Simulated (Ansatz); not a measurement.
# Rh: do energies and stresses tell the same story?

All numbers below come from DFT r2SCAN, scalar-relativistic, plane waves, PAW in Ansatz 0.2.0.

Plane waves to 500 eV, a k mesh through Γ of 18×18×18 on the computed 1-atom cell and Gaussian smearing (0.10 eV); no spin polarisation.

Relaxed cell: Fm-3m, a = 3.800 Å, b = 3.800 Å, c = 3.800 Å, α = 90.00°, β = 90.00°, γ = 90.00°, 1 atom in the primitive cell.

Energies at zero smearing and pressures from the stress tensor, at volumes with shape and atoms relaxed:
```
V (Å³/atom) E − E(first) (meV/atom) P (GPa)
     12.894                     0.00    20.47
     13.305                   -37.61     9.30
     13.717                   -48.99     0.00
     14.128                   -38.56    -7.73
     14.540                   -10.02   -14.14
```

Q: Check P = −dE/dV between neighbouring volumes, and get the bulk modulus from the pressures alone.

A: With 1 eV/Å³ = 160.2 GPa:
| middle V (Å³/atom) | −ΔE/ΔV (GPa) | mean P (GPa) |
| --- | --- | --- |
| 13.100 | 14.642 | 14.883 |
| 13.511 | 4.433 | 4.646 |
| 13.923 | -4.061 | -3.869 |
| 14.334 | -11.111 | -10.938 |

The two differ by 0.24 GPa at most. The mean of two end pressures misses the average over a step by about ΔV² P″/12, up to 0.17 GPa here; with that taken off 0.07 GPa remains. The stress is the derivative of the free energy, not of the energy at zero smearing, and with free energies 0.00 GPa remains. Around V = 13.717 Å³/atom, the two neighbours give B = −V ΔP/ΔV = 13.717 × 17.03 / 0.823 = 283.8 GPa, against B0 = 282.5 GPa from the Birch–Murnaghan fit of the energies.